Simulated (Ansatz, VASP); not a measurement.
**Two plane-wave programs on NiO**

The input INCAR:

```
SYSTEM = NiO
PREC = Accurate
ENCUT = 520
EDIFF = 1E-6
ISMEAR = 0
SIGMA = 0.05
LREAL = .False.
LASPH = .True.
NELM = 150
ALGO = Normal
ISIF = 2
LWAVE = .False.
LCHARG = .False.
ISPIN = 2
MAGMOM = 1.91 0.21
LORBIT = 11
LMAXMIX = 4
LDAU = .True.
LDAUTYPE = 2
LDAUL = 2 -1
LDAUU = 6.2 0
LDAUJ = 0 0
LDAUPRINT = 1
GGA = PE
NBANDS = 19
```

Contents of KPOINTS:

```
regular mesh
0
Gamma
  10 10 10
  0 0 0
```

Contents of POSCAR:

```
NiO
1.0
    0.0000000000      2.1338354365      2.1338354365
    2.1338354365      0.0000000000      2.1338354365
    2.1338354365      2.1338354365      0.0000000000
Ni O
1 1
Direct
    0.0000000000      0.0000000000      0.0000000000
    0.5000000000      0.5000000000      0.5000000000
```

Input for Ansatz:

```yaml
crystal:
  lattice:
    - [0.0, 2.1338354365, 2.1338354365]
    - [2.1338354365, 0.0, 2.1338354365]
    - [2.1338354365, 2.1338354365, 0.0]
  atoms:
    - { symbol: Ni, position: [0.0, 0.0, 0.0], spin: 1.91 }
    - { symbol: O, position: [0.5, 0.5, 0.5] }
basis:
  ecutwfc: 420
  ecutrho_ratio: 4
kpoints:
  mp_grid: { grid: [10, 10, 10] }
hamiltonian:
  xc: pbe
  hubbard:
    sites:
      - { species: Ni, l: d, u_eff: 6.2, starting_ns: start.occupation_matrices }
    ns_hold: { iters: 6 }
scf:
  occupations: { method: gaussian, width: 0.05 }
  lower_state_search: "off"
output:
  forces: true
  stress: true
  eigenvalues: true
  populations: true
  hubbard: { sites: [{ species: Ni, l: d }] }
magnetization:
  spin_polarized: true
```

Alike in both runs: task single point; functional PBE; k mesh 10 × 10 × 10; occupations gaussian, width 0.05 eV; collinear spin; Hubbard terms Ni d U = 6.2 eV.

|  | VASP | Ansatz |
| --- | --- | --- |
| version | VASP 6.6.1 | Ansatz 0.2.0 |
| potentials or method | VASP PAW PBE potentials, release 64 (Ni, O) | scalar-relativistic, plane waves, PAW |
| plane-wave cutoff (eV) | 520 | 420 |
| valence electrons in the cell | 16 | 24 |

```csv
,VASP,Ansatz,Ansatz less VASP
gap on the k mesh at the Fermi level (eV),2.36,1.94,-0.423
least direct gap on the mesh (eV),3.14,2.89,-0.251
pressure (GPa),-8.2,0.0,+8.23
net moment per atom (μB),1.00,1.00,0.000
size of the moment on the site where the two differ most (μB),1.83,1.74,-0.090
```

Site moments also hang on the region over which each program counts them. The programs project onto different local orbitals, so the same U acts differently. The two sets of potentials don't hold the same shells in valence. Ansatz warned: «stability_check_not_made».

Caveats: a cell with one magnetic atom can't hold antiferromagnetic order, which such compounds often take. The state reached can hang on the start; a lower one may exist. A k mesh can miss the band edges.
